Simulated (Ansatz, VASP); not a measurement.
## Ru: VASP beside Ansatz

```xyz
1
Lattice="2.3344 0.0000 0.0000 0.0000 2.3344 0.0000 0.0000 0.0000 2.3344" Properties=species:S:1:pos:R:3 pbc="T T T"
Ru    0.0000    0.0000    0.0000
```

Change from the starting cell: volume scaled by 0.85, LAPW.

Alike in both runs: task single point; functional LDA; k mesh 17 × 17 × 17; occupations fermi-dirac, width 0.1 eV; no spin polarisation.

```csv
,VASP,Ansatz
version,VASP 6.6.1,Ansatz 0.2.0
potentials or method,"VASP PAW LDA potentials, release 64 (Ru_pv), cutoff 520 eV","all-electron LAPW, scalar-relativistic"
```

|  | VASP | Ansatz | Ansatz less VASP |
| --- | --- | --- | --- |
| pressure (GPa) | 64.0 | 62.3 | -1.78 |

Ansatz ran all-electron here, so the differences hold the error of VASP's frozen core and of both bases.

Caveats: the cell as given lies far from equilibrium; so large a pressure means that the cell lies far from this level's equilibrium, or that cutoff or potentials fall short (VASP).
